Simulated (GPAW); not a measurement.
# Ag (Fm-3m) in GPAW: notebook

Aim: see how the results for Ag move with the level of theory and the settings. Levels: LDA, PBEsol, RPBE, revPBE. Tasks: relaxation of cell and atoms.

All numbers are computed with GPAW 26.7.0; they aren't measurements. Logs are shortened: lines on timing, memory, paths and dates and some standing lists are left out, and cuts for length are marked. The log counts tension as positive stress, the text compression.

**1. Starting point**

It takes space group Fm-3m (No. 225, cubic). The conventional cell has a = 4.085 Å, b = 4.085 Å, c = 4.085 Å, α = 90.00°, β = 90.00°, γ = 90.00°. Ag (site symmetry m-3m) has 12 Ag at 2.89 Å as nearest neighbours.

**2. Relaxation of cell and atoms, LDA**

File run.py:

```python
from ase.filters import FrechetCellFilter
from ase.io import read, write
from ase.optimize import LBFGS
from gpaw import GPAW, PW

atoms = read('Ag.xyz')

calc = GPAW(mode=PW(600),
            xc='LDA',
            kpts={'size': (11, 11, 11), 'gamma': True},
            occupations={'name': 'fermi-dirac', 'width': 0.05},
            nbands=18,
            convergence={'density': 1e-05, 'forces': 0.0001},
            maxiter=150,
            txt='gpaw.txt')
atoms.calc = calc
opt = LBFGS(FrechetCellFilter(atoms), trajectory='relax.traj', logfile='-')
done = opt.run(fmax=0.02, steps=60)
calc.write('gs.gpw')
write('result.traj', atoms)
print('Converged:', done)
print('Cell:', atoms.cell.cellpar().round(4))
print('Volume:', round(atoms.get_volume(), 4))
print(atoms.get_scaled_positions().round(5))
```

File Ag.xyz:

```xyz
1
Lattice="0.0000000000 2.0427500000 2.0427500000 2.0427500000 0.0000000000 2.0427500000 2.0427500000 2.0427500000 0.0000000000" Properties=species:S:1:pos:R:3 pbc="T T T"
Ag     0.0000000000      0.0000000000      0.0000000000
```

Potentials or basis: the program's PAW data sets (release 1.2.1) made for this functional, pw.

The run is started by

```sh
$ OMP_NUM_THREADS=1 python run.py
```

gpaw.txt:

```text
__  _  _
 | _ |_)|_||  |
 |__||  | ||/\| - 26.7.0

Input parameters:
  mode=PW(ecut=600.0),
  convergence={'density': 1e-05, 'forces': 0.0001},
  kpts=MonkhorstPack(size=(11, 11, 11), gamma=True),
  maxiter=150,
  nbands=18,
  occupations=Occupations(name='fermi-dirac', width=0.05),
  xc=XC(name='LDA')

Diagonalizing LCAO Hamiltonian
Converting LCAO to pw mode

       Ag

Atoms  # Å, Bohr magnetons
|   | symbol |        x |        y |        z |    initial magnetic moments |
|---|--------|----------|----------|----------|-----------------------------|
| 0 |     Ag | 0.000000 | 0.000000 | 0.000000 | ( 0.0000,  0.0000,  0.0000) |

Unit cell  # Å
| periodic |        x |        y |        z |  lengths |    angles |
|----------|----------|----------|----------|----------|-----------|
|      yes | 0.000000 | 2.042750 | 2.042750 | 2.888885 | 60.000000 |
|      yes | 2.042750 | 0.000000 | 2.042750 | 2.888885 | 60.000000 |
|      yes | 2.042750 | 2.042750 | 0.000000 | 2.888885 | 60.000000 |

Number of symmetries: 48
Symmetry operations  # r_c * U_cc + t_c -> r_c
|    | kind |            matrix            |
|----|------|------------------------------|
|  0 |  σ   |  1, 0, 0,  1, 0,-1,  1,-1, 0 |
|  1 |  C2  |  1, 0, 0,  1,-1, 0,  1, 0,-1 |
|  2 |  E   |  1, 0, 0,  0, 1, 0,  0, 0, 1 |
|  3 |  σ   |  1, 0, 0,  0, 0, 1,  0, 1, 0 |
|  4 |  C4  |  1, 0,-1,  1, 0, 0,  1,-1, 0 |
|  5 |  S6  |  1, 0,-1,  1,-1, 0,  1, 0, 0 |
|  6 |  σ   |  1, 0,-1,  0, 1,-1,  0, 0,-1 |
|  7 |  C3  |  1, 0,-1,  0, 0,-1,  0, 1,-1 |
|  8 |  S6  |  1,-1, 0,  1, 0, 0,  1, 0,-1 |
|  9 |  C4  |  1,-1, 0,  1, 0,-1,  1, 0, 0 |
| 10 |  C3  |  1,-1, 0,  0,-1, 1,  0,-1, 0 |
| 11 |  σ   |  1,-1, 0,  0,-1, 0,  0,-1, 1 |
| 12 |  σ   |  0, 1, 0,  1, 0, 0,  0, 0, 1 |
| 13 |  C4  |  0, 1, 0,  0, 1,-1, -1, 1, 0 |
| 14 |  C3  |  0, 1, 0,  0, 0, 1,  1, 0, 0 |
| 15 |  S6  |  0, 1, 0, -1, 1, 0,  0, 1,-1 |
| 16 |  C2  |  0, 1,-1,  1, 0,-1,  0, 0,-1 |
| 17 |  σ   |  0, 1,-1,  0, 1, 0, -1, 1, 0 |
| 18 |  S4  |  0, 1,-1,  0, 0,-1,  1, 0,-1 |
| 19 |  C4  |  0, 1,-1, -1, 1, 0,  0, 1, 0 |
| 20 |  C3  |  0, 0, 1,  1, 0, 0,  0, 1, 0 |
| 21 |  σ   |  0, 0, 1,  0, 1, 0,  1, 0, 0 |
[... 189 lines left out ...]
No gap
No difference between direct/indirect transitions

Stress tensor  # eV/Ang^3
|         x |         y |         z |
|-----------|-----------|-----------|
|  0.047133 | -0.000000 | -0.000000 |
| -0.000000 |  0.047133 |  0.000000 |
| -0.000000 |  0.000000 |  0.047133 |

Forces  # eV/Ang
|        x |       y |        z |
|----------|---------|----------|
| -0.00000 | 0.00000 | -0.00000 |  # Ag   0

Interpolating wave functions to new cell

       Ag

Atoms  # Å, Bohr magnetons
|   | symbol |         x |        y |         z |    initial magnetic moments |
|---|--------|-----------|----------|-----------|-----------------------------|
| 0 |     Ag | -0.000000 | 0.000000 | -0.000000 | ( 0.0000,  0.0000,  0.0000) |

Unit cell  # Å
| periodic |        x |         y |         z |  lengths |    angles |
|----------|----------|-----------|-----------|----------|-----------|
|      yes | 0.000000 |  2.019435 |  2.019435 | 2.855913 | 60.000000 |
|      yes | 2.019435 | -0.000000 |  2.019435 | 2.855913 | 60.000000 |
|      yes | 2.019435 |  2.019435 | -0.000000 | 2.855913 | 60.000000 |

Number of symmetries: 48
Symmetry operations  # r_c * U_cc + t_c -> r_c
|    | kind |            matrix            |
|----|------|------------------------------|
|  0 |  σ   |  1, 0, 0,  1, 0,-1,  1,-1, 0 |
|  1 |  C2  |  1, 0, 0,  1,-1, 0,  1, 0,-1 |
|  2 |  E   |  1, 0, 0,  0, 1, 0,  0, 0, 1 |
|  3 |  σ   |  1, 0, 0,  0, 0, 1,  0, 1, 0 |
|  4 |  C4  |  1, 0,-1,  1, 0, 0,  1,-1, 0 |
|  5 |  S6  |  1, 0,-1,  1,-1, 0,  1, 0, 0 |
|  6 |  σ   |  1, 0,-1,  0, 1,-1,  0, 0,-1 |
|  7 |  C3  |  1, 0,-1,  0, 0,-1,  0, 1,-1 |
|  8 |  S6  |  1,-1, 0,  1, 0, 0,  1, 0,-1 |
|  9 |  C4  |  1,-1, 0,  1, 0,-1,  1, 0, 0 |
| 10 |  C3  |  1,-1, 0,  0,-1, 1,  0,-1, 0 |
| 11 |  σ   |  1,-1, 0,  0,-1, 0,  0,-1, 1 |
| 12 |  σ   |  0, 1, 0,  1, 0, 0,  0, 0, 1 |
| 13 |  C4  |  0, 1, 0,  0, 1,-1, -1, 1, 0 |
| 14 |  C3  |  0, 1, 0,  0, 0, 1,  1, 0, 0 |
| 15 |  S6  |  0, 1, 0, -1, 1, 0,  0, 1,-1 |
| 16 |  C2  |  0, 1,-1,  1, 0,-1,  0, 0,-1 |
| 17 |  σ   |  0, 1,-1,  0, 1, 0, -1, 1, 0 |
| 18 |  S4  |  0, 1,-1,  0, 0,-1,  1, 0,-1 |
| 19 |  C4  |  0, 1,-1, -1, 1, 0,  0, 1, 0 |
| 20 |  C3  |  0, 0, 1,  1, 0, 0,  0, 1, 0 |
| 21 |  σ   |  0, 0, 1,  0, 1, 0,  1, 0, 0 |
[... 189 lines left out ...]
No gap
No difference between direct/indirect transitions

Stress tensor  # eV/Ang^3
|         x |         y |         z |
|-----------|-----------|-----------|
|  0.024380 |  0.000000 | -0.000000 |
|  0.000000 |  0.024380 | -0.000000 |
| -0.000000 | -0.000000 |  0.024380 |

Forces  # eV/Ang
|       x |        y |       z |
|---------|----------|---------|
| 0.00000 | -0.00000 | 0.00000 |  # Ag   0

Interpolating wave functions to new cell

       Ag

Atoms  # Å, Bohr magnetons
|   | symbol |        x |         y |        z |    initial magnetic moments |
|---|--------|----------|-----------|----------|-----------------------------|
| 0 |     Ag | 0.000000 | -0.000000 | 0.000000 | ( 0.0000,  0.0000,  0.0000) |

Unit cell  # Å
| periodic |         x |         y |        z |  lengths |    angles |
|----------|-----------|-----------|----------|----------|-----------|
|      yes | -0.000000 |  1.996410 | 1.996410 | 2.823350 | 60.000000 |
|      yes |  1.996410 | -0.000000 | 1.996410 | 2.823350 | 60.000000 |
|      yes |  1.996410 |  1.996410 | 0.000000 | 2.823350 | 60.000000 |

Number of symmetries: 48
Symmetry operations  # r_c * U_cc + t_c -> r_c
|    | kind |            matrix            |
|----|------|------------------------------|
|  0 |  σ   |  1, 0, 0,  1, 0,-1,  1,-1, 0 |
|  1 |  C2  |  1, 0, 0,  1,-1, 0,  1, 0,-1 |
|  2 |  E   |  1, 0, 0,  0, 1, 0,  0, 0, 1 |
|  3 |  σ   |  1, 0, 0,  0, 0, 1,  0, 1, 0 |
|  4 |  C4  |  1, 0,-1,  1, 0, 0,  1,-1, 0 |
|  5 |  S6  |  1, 0,-1,  1,-1, 0,  1, 0, 0 |
|  6 |  σ   |  1, 0,-1,  0, 1,-1,  0, 0,-1 |
|  7 |  C3  |  1, 0,-1,  0, 0,-1,  0, 1,-1 |
|  8 |  S6  |  1,-1, 0,  1, 0, 0,  1, 0,-1 |
|  9 |  C4  |  1,-1, 0,  1, 0,-1,  1, 0, 0 |
| 10 |  C3  |  1,-1, 0,  0,-1, 1,  0,-1, 0 |
| 11 |  σ   |  1,-1, 0,  0,-1, 0,  0,-1, 1 |
| 12 |  σ   |  0, 1, 0,  1, 0, 0,  0, 0, 1 |
| 13 |  C4  |  0, 1, 0,  0, 1,-1, -1, 1, 0 |
| 14 |  C3  |  0, 1, 0,  0, 0, 1,  1, 0, 0 |
| 15 |  S6  |  0, 1, 0, -1, 1, 0,  0, 1,-1 |
| 16 |  C2  |  0, 1,-1,  1, 0,-1,  0, 0,-1 |
| 17 |  σ   |  0, 1,-1,  0, 1, 0, -1, 1, 0 |
| 18 |  S4  |  0, 1,-1,  0, 0,-1,  1, 0,-1 |
| 19 |  C4  |  0, 1,-1, -1, 1, 0,  0, 1, 0 |
| 20 |  C3  |  0, 0, 1,  1, 0, 0,  0, 1, 0 |
| 21 |  σ   |  0, 0, 1,  0, 1, 0,  1, 0, 0 |
[... 189 lines left out ...]
No gap
No difference between direct/indirect transitions

Stress tensor  # eV/Ang^3
|         x |         y |         z |
|-----------|-----------|-----------|
| -0.003622 | -0.000000 | -0.000000 |
| -0.000000 | -0.003622 |  0.000000 |
| -0.000000 |  0.000000 | -0.003622 |

Forces  # eV/Ang
|       x |        y |        z |
|---------|----------|----------|
| 0.00000 | -0.00000 | -0.00000 |  # Ag   0

Interpolating wave functions to new cell

       Ag

Atoms  # Å, Bohr magnetons
|   | symbol |        x |         y |        z |    initial magnetic moments |
|---|--------|----------|-----------|----------|-----------------------------|
| 0 |     Ag | 0.000000 | -0.000000 | 0.000000 | ( 0.0000,  0.0000,  0.0000) |

Unit cell  # Å
| periodic |         x |        y |         z |  lengths |    angles |
|----------|-----------|----------|-----------|----------|-----------|
|      yes | -0.000000 | 1.999286 |  1.999286 | 2.827417 | 60.000000 |
|      yes |  1.999286 | 0.000000 |  1.999286 | 2.827417 | 60.000000 |
|      yes |  1.999286 | 1.999286 | -0.000000 | 2.827417 | 60.000000 |

Number of symmetries: 48
Symmetry operations  # r_c * U_cc + t_c -> r_c
|    | kind |            matrix            |
|----|------|------------------------------|
|  0 |  σ   |  1, 0, 0,  1, 0,-1,  1,-1, 0 |
|  1 |  C2  |  1, 0, 0,  1,-1, 0,  1, 0,-1 |
|  2 |  E   |  1, 0, 0,  0, 1, 0,  0, 0, 1 |
|  3 |  σ   |  1, 0, 0,  0, 0, 1,  0, 1, 0 |
|  4 |  C4  |  1, 0,-1,  1, 0, 0,  1,-1, 0 |
|  5 |  S6  |  1, 0,-1,  1,-1, 0,  1, 0, 0 |
|  6 |  σ   |  1, 0,-1,  0, 1,-1,  0, 0,-1 |
|  7 |  C3  |  1, 0,-1,  0, 0,-1,  0, 1,-1 |
|  8 |  S6  |  1,-1, 0,  1, 0, 0,  1, 0,-1 |
|  9 |  C4  |  1,-1, 0,  1, 0,-1,  1, 0, 0 |
| 10 |  C3  |  1,-1, 0,  0,-1, 1,  0,-1, 0 |
| 11 |  σ   |  1,-1, 0,  0,-1, 0,  0,-1, 1 |
| 12 |  σ   |  0, 1, 0,  1, 0, 0,  0, 0, 1 |
| 13 |  C4  |  0, 1, 0,  0, 1,-1, -1, 1, 0 |
| 14 |  C3  |  0, 1, 0,  0, 0, 1,  1, 0, 0 |
| 15 |  S6  |  0, 1, 0, -1, 1, 0,  0, 1,-1 |
| 16 |  C2  |  0, 1,-1,  1, 0,-1,  0, 0,-1 |
| 17 |  σ   |  0, 1,-1,  0, 1, 0, -1, 1, 0 |
| 18 |  S4  |  0, 1,-1,  0, 0,-1,  1, 0,-1 |
| 19 |  C4  |  0, 1,-1, -1, 1, 0,  0, 1, 0 |
| 20 |  C3  |  0, 0, 1,  1, 0, 0,  0, 1, 0 |
| 21 |  σ   |  0, 0, 1,  0, 1, 0,  1, 0, 0 |
[... 188 lines left out ...]
No gap
No difference between direct/indirect transitions

Stress tensor  # eV/Ang^3
|         x |         y |         z |
|-----------|-----------|-----------|
|  0.000202 | -0.000000 | -0.000000 |
| -0.000000 |  0.000202 |  0.000000 |
| -0.000000 |  0.000000 |  0.000202 |

Forces  # eV/Ang
|       x |        y |        z |
|---------|----------|----------|
| 0.00000 | -0.00000 | -0.00000 |  # Ag   0

# Writing to gs.gpw (mode='')
```

Run time: 32 s. Hardware: 1 thread of Arm Neoverse V2, shared host; peak memory 0.18 GiB.

What came out:

```
Free energy                            : -3.9472 eV
Relaxed volume                         : 15.98 Å³/atom
Relaxed cell                           : a = 2.827 Å, b = 2.827 Å, c = 2.827 Å, α = 60.00°, β = 60.00°, γ = 60.00°
Space group after relaxing (to 0.05 Å) : Fm-3m (No. 225)
Energy gained by relaxing              : 27.3 meV/atom
Ionic steps                            : 4
Pressure after relaxing                : 0.0 GPa
Band gap on the k mesh                 : none (metal or under the smearing width)
```

The path:
```csv
step,energy change (eV),largest force (eV/Å),pressure (GPa),volume (Å³)
1,0.0000,0.0000,-7.55,17.05
2,-0.0210,0.0000,-3.91,16.47
3,-0.0272,0.0000,0.58,15.91
4,-0.0273,0.0000,-0.03,15.98
```

Final structure:
```cif
data_structure
_symmetry_space_group_name_H-M 'P 1'
_symmetry_Int_Tables_number 1
_cell_length_a 2.8274
_cell_length_b 2.8274
_cell_length_c 2.8274
_cell_angle_alpha 60.000
_cell_angle_beta 60.000
_cell_angle_gamma 60.000
_cell_volume 15.98
loop_
_atom_site_label
_atom_site_type_symbol
_atom_site_fract_x
_atom_site_fract_y
_atom_site_fract_z
_atom_site_occupancy
Ag1 Ag 0.00000 0.00000 0.00000 1
```

Caveat: later steps reuse the first step's grids.

**3. Relaxation of cell and atoms, PBEsol**

run.py: that of step 2 with these lines changed.

```diff
@@ -2,4 +2,6 @@
 from ase.io import read, write
-from ase.optimize import LBFGS
-from gpaw import GPAW, PW
+from ase.optimize import FIRE
+from gpaw import GPAW, PW, setup_paths
+
+setup_paths.insert(0, '.')
 
@@ -8,3 +10,3 @@
 calc = GPAW(mode=PW(600),
-            xc='LDA',
+            xc='PBEsol',
             kpts={'size': (11, 11, 11), 'gamma': True},
@@ -16,4 +18,4 @@
 atoms.calc = calc
-opt = LBFGS(FrechetCellFilter(atoms), trajectory='relax.traj', logfile='-')
-done = opt.run(fmax=0.02, steps=60)
+opt = FIRE(FrechetCellFilter(atoms), trajectory='relax.traj', logfile='-')
+done = opt.run(fmax=0.02, steps=100)
 calc.write('gs.gpw')
```

Ag.xyz is that of step 2.

Potentials or basis: PAW data sets generated in the run's folder for this functional, pw.

The run is started by

```sh
$ gpaw-setup -f PBEsol Ag
$ OMP_NUM_THREADS=1 python run.py
```

gpaw.txt:

```text
__  _  _
 | _ |_)|_||  |
 |__||  | ||/\| - 26.7.0

Input parameters:
  mode=PW(ecut=600.0),
  convergence={'density': 1e-05, 'forces': 0.0001},
  kpts=MonkhorstPack(size=(11, 11, 11), gamma=True),
  maxiter=150,
  nbands=18,
  occupations=Occupations(name='fermi-dirac', width=0.05),
  xc=XC(name='PBEsol')

Diagonalizing LCAO Hamiltonian
Converting LCAO to pw mode

       Ag

Atoms  # Å, Bohr magnetons
|   | symbol |        x |        y |        z |    initial magnetic moments |
|---|--------|----------|----------|----------|-----------------------------|
| 0 |     Ag | 0.000000 | 0.000000 | 0.000000 | ( 0.0000,  0.0000,  0.0000) |

Unit cell  # Å
| periodic |        x |        y |        z |  lengths |    angles |
|----------|----------|----------|----------|----------|-----------|
|      yes | 0.000000 | 2.042750 | 2.042750 | 2.888885 | 60.000000 |
|      yes | 2.042750 | 0.000000 | 2.042750 | 2.888885 | 60.000000 |
|      yes | 2.042750 | 2.042750 | 0.000000 | 2.888885 | 60.000000 |
[... 163 lines left out ...]
SCF iterations
|iter     | |      energy | eigst |  dens |force |
|---------|-|-------------|-------|-------|------|
|iter:   1| |   -3.753543 | -0.61 |       |      |
|iter:   2| |   -3.678253 | -3.46 | -1.28 |      |
|iter:   3| |   -3.455905 | -3.11 | -1.33 |      |
|iter:   4| |   -3.452532 | -4.21 | -2.11 |      |
|iter:   5| |   -3.451479c| -4.35 | -2.39 |      |
|iter:   6| |   -3.451483c| -6.90 | -3.92 |      |
|iter:   7| |   -3.451485c| -7.24 | -4.21 |      |
|iter:   8| |   -3.451485c| -8.57c| -5.20c|      |
|iter:   9| |   -3.451485c| -8.75c| -5.57c|-24.40c|

Converged in 9 steps
Energy contributions relative to reference atoms: (reference = -144528.967577)

Energy contributions:
  Kinetic:          -3.557718
  Coulomb:           2.075846
  Zero:              0.181131
  External:          0.000000
  Xc:               -2.149505
  Entropy:          -0.002477
  Spinorbit:         0.000000
  ----------------------------
  Free energy:      -3.452723
  Extrapolated:     -3.451485
[... 26 lines left out ...]
No gap
No difference between direct/indirect transitions

Stress tensor  # eV/Ang^3
|         x |         y |         z |
|-----------|-----------|-----------|
|  0.017892 | -0.000000 | -0.000000 |
| -0.000000 |  0.017892 | -0.000000 |
| -0.000000 | -0.000000 |  0.017892 |

Forces  # eV/Ang
|       x |       y |        z |
|---------|---------|----------|
| 0.00000 | 0.00000 | -0.00000 |  # Ag   0
[... 179 lines left out ...]
SCF iterations
|iter     | |      energy | eigst |  dens |force |
|---------|-|-------------|-------|-------|------|
|iter:   1| |   -3.457822 | -2.90 |       |      |
|iter:   2| |   -3.456771 | -5.96 | -2.24 |      |
|iter:   3| |   -3.453789c| -5.16 | -2.30 |      |
|iter:   4| |   -3.453827c| -5.77 | -3.16 |      |
|iter:   5| |   -3.453857c| -5.55 | -3.44 |      |
|iter:   6| |   -3.453858c| -8.35c| -4.48 |      |
|iter:   7| |   -3.453858c| -8.53c| -4.73 |      |
|iter:   8| |   -3.453858c| -9.90c| -5.97c|      |
|iter:   9| |   -3.453858c|-10.22c| -6.35c|-24.55c|

Converged in 9 steps
Energy contributions relative to reference atoms: (reference = -144528.967577)

Energy contributions:
  Kinetic:          -3.214740
  Coulomb:           1.803314
  Zero:              0.181138
  External:          0.000000
  Xc:               -2.222399
  Entropy:          -0.002341
  Spinorbit:         0.000000
  ----------------------------
  Free energy:      -3.455029
  Extrapolated:     -3.453858
[... 26 lines left out ...]
No gap
No difference between direct/indirect transitions

Stress tensor  # eV/Ang^3
|        x |         y |         z |
|----------|-----------|-----------|
| 0.011834 |  0.000000 |  0.000000 |
| 0.000000 |  0.011834 | -0.000000 |
| 0.000000 | -0.000000 |  0.011834 |

Forces  # eV/Ang
|        x |       y |       z |
|----------|---------|---------|
| -0.00000 | 0.00000 | 0.00000 |  # Ag   0

Interpolating wave functions to new cell

       Ag

Atoms  # Å, Bohr magnetons
|   | symbol |         x |        y |         z |    initial magnetic moments |
|---|--------|-----------|----------|-----------|-----------------------------|
| 0 |     Ag | -0.000000 | 0.000000 | -0.000000 | ( 0.0000,  0.0000,  0.0000) |

Unit cell  # Å
| periodic |        x |        y |        z |  lengths |    angles |
|----------|----------|----------|----------|----------|-----------|
|      yes | 0.000000 | 2.026272 | 2.026272 | 2.865581 | 60.000000 |
|      yes | 2.026272 | 0.000000 | 2.026272 | 2.865581 | 60.000000 |
|      yes | 2.026272 | 2.026272 | 0.000000 | 2.865581 | 60.000000 |
[... 163 lines left out ...]
SCF iterations
|iter     | |      energy | eigst |  dens |force |
|---------|-|-------------|-------|-------|------|
|iter:   1| |   -3.466245 | -2.47 |       |      |
|iter:   2| |   -3.463415 | -5.54 | -2.02 |      |
|iter:   3| |   -3.455412 | -4.74 | -2.08 |      |
|iter:   4| |   -3.455517c| -5.33 | -2.94 |      |
|iter:   5| |   -3.455601c| -5.11 | -3.23 |      |
|iter:   6| |   -3.455601c| -7.91c| -4.26 |      |
|iter:   7| |   -3.455602c| -8.09c| -4.51 |      |
|iter:   8| |   -3.455602c| -9.46c| -5.75c|      |
|iter:   9| |   -3.455602c| -9.80c| -6.15c|-25.01c|

Converged in 9 steps
Energy contributions relative to reference atoms: (reference = -144528.967577)

Energy contributions:
  Kinetic:          -2.609835
  Coulomb:           1.321771
  Zero:              0.180971
  External:          0.000000
  Xc:               -2.347436
  Entropy:          -0.002143
  Spinorbit:         0.000000
  ----------------------------
  Free energy:      -3.456673
  Extrapolated:     -3.455602
[... 26 lines left out ...]
No gap
No difference between direct/indirect transitions

Stress tensor  # eV/Ang^3
|        x |        y |        z |
|----------|----------|----------|
| 0.001042 | 0.000000 | 0.000000 |
| 0.000000 | 0.001042 | 0.000000 |
| 0.000000 | 0.000000 | 0.001042 |

Forces  # eV/Ang
|       x |        y |       z |
|---------|----------|---------|
| 0.00000 | -0.00000 | 0.00000 |  # Ag   0

# Writing to gs.gpw (mode='')
```

Wall time 34 s (1 thread of Arm Neoverse V2, shared host); peak memory 0.17 GiB.

What came out:

| Quantity | Value |
| --- | --- |
| Free energy | -3.4567 eV |
| Relaxed volume | 16.64 Å³/atom |
| Relaxed cell | a = 2.866 Å, b = 2.866 Å, c = 2.866 Å, α = 60.00°, β = 60.00°, γ = 60.00° |
| Space group after relaxing (to 0.05 Å) | Fm-3m (No. 225) |
| Energy gained by relaxing | 4.1 meV/atom |
| Ionic steps | 3 |
| Pressure after relaxing | -0.2 GPa |
| Band gap on the k mesh | none (metal or under the smearing width) |

The path:
```tsv
step	energy change (eV)	largest force (eV/Å)	pressure (GPa)	volume (Å³)
1	0.0000	0.0000	-2.87	17.05
2	-0.0024	0.0000	-1.90	16.89
3	-0.0041	0.0000	-0.17	16.64
```

Final structure:
```xyz
1
Lattice="0.0000 2.0263 2.0263 2.0263 0.0000 2.0263 2.0263 2.0263 0.0000" Properties=species:S:1:pos:R:3 pbc="T T T"
Ag    0.0000    0.0000    0.0000
```

Levels at points of the mesh, in eV from the Fermi level:
| k point | band 5 | band 6 | band 7 | band 8 | band 9 | band 10 | band 11 | band 12 | band 13 | band 14 |
| --- | --- | --- | --- | --- | --- | --- | --- | --- | --- | --- |
| (0.00, 0.00, 0.00) | -5.03 | -5.03 | -5.03 | -3.93 | -3.93 | 16.06 | 19.86 | 19.86 | 19.86 | 24.35 |

Caveat: later steps reuse the first step's grids.

[end of part 1 of 2]
